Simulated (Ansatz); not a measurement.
Results of r²SCAN+rVV10 in Ansatz (plane waves, PAW) for tetradymite Sb2Te3.

Numerical settings: plane-wave cutoff 500 eV, 12×12×12 k mesh, Fermi–Dirac smearing 0.05 eV, scalar-relativistic PAW data made under PBE.

Cell (relaxed at this level):

```cif
data_Sb6Te9
_chemical_formula_sum 'Sb6 Te9'
_space_group_name_H-M_alt 'R-3m :H'
_space_group_IT_number 166
_space_group_name_Hall '-R 3 2"'
_cell_length_a 4.28580
_cell_length_b 4.28580
_cell_length_c 30.93283
_cell_angle_alpha 90.000
_cell_angle_beta 90.000
_cell_angle_gamma 120.000
loop_
_atom_site_label
_atom_site_type_symbol
_atom_site_symmetry_multiplicity
_atom_site_Wyckoff_symbol
_atom_site_fract_x
_atom_site_fract_y
_atom_site_fract_z
_atom_site_occupancy
Sb1 Sb 6 c 0.00000 0.00000 0.39724 1
Te1 Te 3 a 0.00000 0.00000 0.00000 1
Te2 Te 6 c 0.00000 0.00000 0.21456 1
```
(The calculation used a cell of 5 atoms; values per cell refer to that cell.)

**Question.** Give the computed band gap.

**Answer.** 
- band gap: 0.28 eV (on the SCF k mesh)

Measured, for comparison: band gap 0.3 eV (temperature not stated, no zero-point or thermal correction, compiled measured gap; kind and temperature not stated, our sources range from 0.17 to 0.30; as tabulated in Kothakonda et al. (2022), arXiv:2208.02841).

Spin–orbit coupling is not included; with these elements it can move the gap by several tenths of an eV or more.

Ansatz is a quantum-chemistry and plane-wave program.
